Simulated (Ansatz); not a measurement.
**Wurtzite MgTe, cell of 4 atoms**

What do PBEsol, HSE06 and r²SCAN give for the perfect crystal in this cell, and at what cost?

Method: density functional theory in Ansatz 0.2.0, PAW datasets, plane waves.

## Step 1: The starting cell

4 atoms (2 Mg, 2 Te); a = 4.561 Å, b = 4.561 Å, c = 7.414 Å, α = 90.00°, β = 90.00°, γ = 120.00°.

Plan of the steps: (2) PBEsol single point at a 6×6×4 mesh, on 1 × NVIDIA GB200 with 8 threads of Arm Neoverse-V2; (3) HSE06 single point at a 6×6×4 mesh, on 1 × NVIDIA GB200 with 8 threads of Arm Neoverse-V2; (4) r²SCAN single point at a 6×6×4 mesh, on 1 × NVIDIA GB200 with 8 threads of Arm Neoverse-V2.

Structure file:

```
CELL_PARAMETERS angstrom
4.56122 0.00000 0.00000
-2.28061 3.95013 0.00000
0.00000 0.00000 7.41353
ATOMIC_POSITIONS crystal
Mg 0.66667 0.33333 0.49910
Mg 0.33333 0.66667 0.99910
Te 0.33333 0.66667 0.37590
Te 0.66667 0.33333 0.87590
```

## Step 2: Single point with PBEsol

The input, in.yaml:

```yaml
crystal:
  lattice:
    - [4.561223, 0.000000, 0.000000]
    - [-2.280612, 3.950135, 0.000000]
    - [0.000000, 0.000000, 7.413534]
  atoms:
    - { symbol: Mg, position: [0.666667, 0.333333, 0.499100] }
    - { symbol: Mg, position: [0.333333, 0.666667, 0.999100] }
    - { symbol: Te, position: [0.333333, 0.666667, 0.375900] }
    - { symbol: Te, position: [0.666667, 0.333333, 0.875900] }
kpoints:
  mp_grid: { grid: [6, 6, 4] }
  band_path: { path: [VBM, CBM], npoints: 2 }
hamiltonian:
  xc: pbesol
scf:
  occupations: { method: fermi_dirac, width: 0.01 }
output:
  forces: true
  eigenvalues: true
  stress: true
  populations: true
```

The run is started by

```
$ ansatz run in.yaml --threads 8 --pin off --max-ram 118750MiB --runs-dir r --events-out ev --progress --plain --backend cuda --devices 0, --max-vram 170GiB
```

## Step 3: HSE06 on the same atoms

in.yaml: that of step 2 with these lines changed.

```diff
@@ -14,3 +14,3 @@
 hamiltonian:
-  xc: pbesol
+  xc: hse06
 scf:
@@ -20,3 +20,2 @@
   eigenvalues: true
-  stress: true
   populations: true
```

## Step 4: r²SCAN single point

in.yaml: that of step 3 with these lines changed.

```diff
@@ -14,3 +14,3 @@
 hamiltonian:
-  xc: hse06
+  xc: r2scan
 scf:
```

Before running it: what results should come out? Wanted: for each run, top filled to lowest empty; gap over the zone; energy; pressure.

The runs gave:

| level | time | top filled to lowest empty (eV) | gap over the zone (eV) | energy (eV/atom) | pressure (GPa) |
| --- | --- | --- | --- | --- | --- |
| PBEsol | 2.1 s (GPU) | 2.39 | 2.39 | -4407.6082 | -0.01 |
| HSE06 | 79 s (GPU) | 3.37 | 3.37 | -4455.2424 | - |
| r²SCAN | 3.1 s (GPU) | 3.21 | 3.21 | -4461.6751 | - |

**What this shows.** At the same k points, PBEsol gives a spacing 0.98 eV smaller and r²SCAN gives a spacing 0.16 eV smaller than the 3.37 eV of HSE06. The price of HSE06 is about 38 times the time of PBEsol here. Spin–orbit coupling is left out, which matters for the band edges of the heavier elements here.
